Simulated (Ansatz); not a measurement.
BeO: biaxial strain +0.56 %, plane normal [001], relaxed out of plane

Start from BeO in the wurtzite structure (space group P6_3mc, No. 186; a = 2.712 Å, c = 4.405 Å). Axes: x lies along a and z along c of the hexagonal cell.

One thing is altered: biaxial strain +0.56 %, plane normal [001], relaxed out of plane (Cartesian); in-plane vectors clamped, the third vector and the atoms free.

Level of theory: PBE (Ansatz, a quantum-chemistry and plane-wave program, PAW, without spin-orbit coupling). Settings: 14×14×8 k-points, 0.05 eV Fermi–Dirac smearing.

Volume per atom: 7.08 Å³ (base 7.01 Å³)
Shortest interatomic distance: 166.3 pm (base 165.6 pm)
Pressure (mean of the normal stresses, compression positive): -1.87 GPa (base 0.00 GPa)
Band gap: 7.34 eV (base 7.45 eV)
Gap character: direct at Γ (base direct at Γ)
Width of the top valence band: 2.39 eV (base 2.38 eV)
Electron mass: 0.54 mₑ out of plane, 0.59 mₑ in plane (at Γ) (base 0.53 mₑ along c, 0.60 mₑ across (at Γ))
Valence-band top at Γ (three highest levels, from the VBM): 0.00, -0.08, -0.08 eV (base 0.00, -0.04, -0.04 eV)
Out-of-plane strain: -0.20 %

Effective masses come from finite differences of ±0.01 Å⁻¹. Stability against distortions was not tested.
